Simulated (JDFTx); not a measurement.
Runs of JDFTx 1.7.0 (patched build) on BAs. It takes space group F-43m (No. 216, cubic). Conventional cell: a = 4.777 Å, b = 4.777 Å, c = 4.777 Å, α = 90.00°, β = 90.00°, γ = 90.00°. Around As (site symmetry -43m) lie 4 B at 2.07 Å. B (site symmetry -43m) has 4 As at 2.07 Å as nearest neighbours. 

```tsv
task	level	potentials or basis	cell	cutoff (eV)	smearing	max SCF steps	SCF threshold on the energy	solver of the electrons	further solve for the empty bands	band ratio of the Davidson solver	gap on the mesh (eV)	pressure (GPa)
single point	PBEsol	PseudoDojo-SR-PBEsol-0.4.1-standard with smoothed tails	as given	1143	fermi-dirac 0.05 eV	100	1e-09 Ha	scf	yes	-	1.10	-0.7
single point	LDA	PseudoDojo-SR-LDA-0.4.1-standard with smoothed tails	as given	1088	gaussian 0.1 eV	100	1e-09 Ha	scf	yes	-	1.14	-4.2
single point	LDA	PseudoDojo-SR-LDA-0.4.1-standard with smoothed tails	the cell as VASP's run set it	1088	gaussian 0.1 eV	100	1e-09 Ha	scf	yes	-	1.14	-4.2
single point	r2SCAN	SG15-PBE-1.2 with smoothed tails	as given	1088	fermi-dirac 0.05 eV	100	1e-09 Ha	scf	yes	-	1.29	(a)
```

Alike in all rows: no spin polarisation; k mesh 10 × 10 × 10.

Q: Estimate the missing entries.

A: (a) 2.0.

Caveats: the potentials were made for another functional, which shifts forces and pressure (some runs).

A k mesh can miss the band edges, and the runs leave out spin-orbit coupling on As.

The runs don't all hold the same shells in valence.
